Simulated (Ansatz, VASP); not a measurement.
Os in VASP and in Ansatz

```xyz
1
Lattice="0.0583 1.9742 1.9742 1.9742 0.0583 1.9742 1.9742 1.9742 0.0583" Properties=species:S:1:pos:R:3 pbc="T T T"
Os    0.0000    0.0000    0.0000
```

Change from the starting cell: equal xy, yz and zx shear strains of +3 %, crystal datasets.

Alike in both runs: task electric field gradients; functional PBE; k mesh 14 × 14 × 14; occupations fermi-dirac, width 0.05 eV; no spin polarisation.

|  | VASP | Ansatz |
| --- | --- | --- |
| version | VASP 6.6.1 | Ansatz 0.2.0 |
| potentials or method | VASP PAW PBE potentials, release 64 (Os), cutoff 520 eV | all-electron PAW with datasets made for the crystal, scalar-relativistic |

VASP gave:

| Quantity | Value |
| --- | --- |
| pressure (GPa) | -8.5 |
| largest component of the traceless stress (GPa) | 7.89 |
| Vzz of the field gradient on the site that differs most (V/Å²) | 94.3 |

Problem. Which values does Ansatz return?

Solution. Pressure (GPa): -8.2; largest component of the traceless stress (GPa): 7.97; Vzz of the field gradient on the site that differs most (V/Å²): 74.8.

Ansatz ran all-electron here, so the differences hold the error of VASP's frozen core and of both bases. Ansatz warned: «gradients_without_spin_orbit».

The runs have no spin-orbit coupling, so splittings on Os are missing.
